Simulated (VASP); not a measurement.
Crystal: CaO (Lime).

```
Ca O
1.0
     0.00000    2.38733    2.38733
     2.38733    0.00000    2.38733
     2.38733    2.38733    0.00000
Ca O
1 1
Direct
  0.00000 0.00000 0.00000
  0.50000 0.50000 0.50000
```

Base run:

- Program: VASP 6.6.1
- Functional: r2SCAN
- Potentials or basis: VASP PAW PBE potentials, release 64 (Ca_sv, O)
- Cutoff: 520 eV
- k mesh: 10 × 10 × 10
- Occupations: gaussian, width 0.03 eV
- Spin: no spin polarisation

Its results: band gap on the k mesh 4.18 eV, indirect (least direct gap 4.55 eV); pressure 2.6 GPa.

Q: The run is repeated on the same cell with these changes: functional from r2SCAN to PBE. What comes out?

A: Band gap on the k mesh 3.63 eV, indirect (least direct gap 4.00 eV); pressure 4.6 GPa.

r2SCAN gives the wider gap, since meta-GGAs in the generalised Kohn-Sham scheme recover part of the derivative discontinuity.

Caveats: the PAW data sets were made with another functional, which shifts forces and pressure a little (some runs).
